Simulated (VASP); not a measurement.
The system is TePb.

```xyz
2
Lattice="0.0000 3.2310 3.2310 3.2310 0.0000 3.2310 3.2310 3.2310 0.0000" Properties=species:S:1:pos:R:3 pbc="T T T"
Pb    0.0000    0.0000    0.0000
Te    3.2310    3.2310    3.2310
```

```yaml
Program: VASP 6.6.1
Task: relaxation of cell and atoms
Functional: vdW-DF
Potentials_or_basis: VASP PAW PBE potentials, release 64 (Pb_d, Te)
Cutoff: 600 eV
k_mesh: 7 × 7 × 7
Occupations: fermi-dirac, width 0.05 eV
Spin: no spin polarisation
```

At the start: pressure 4.7 GPa; volume 33.73 Å³/atom.

Problem. How do energy, volume and symmetry change on relaxing?

Solution. Over 3 steps the energy falls by 50.2 meV/atom and the volume is 37.53 Å³/atom (+11.3 %); space group Fm-3m (No. 225, to 0.05 Å).

The path:
```tsv
step	energy change (eV)	largest force (eV/Å)	pressure (GPa)	volume (Å³)
1	0.0000	0.0000	4.65	67.46
2	-0.0928	0.0000	-0.99	77.48
3	-0.1005	0.0000	0.02	75.05
```

Final structure:
```
CELL_PARAMETERS angstrom
0.00000 3.34791 3.34791
3.34791 0.00000 3.34791
3.34791 3.34791 0.00000
ATOMIC_POSITIONS crystal
Pb 0.00000 0.00000 0.00000
Te 0.50000 0.50000 0.50000
```

Caveat: the PAW data sets were made with another functional, which shifts forces and pressure a little; the volume moved by +11 % from the deposited cell, more than functionals usually miss.
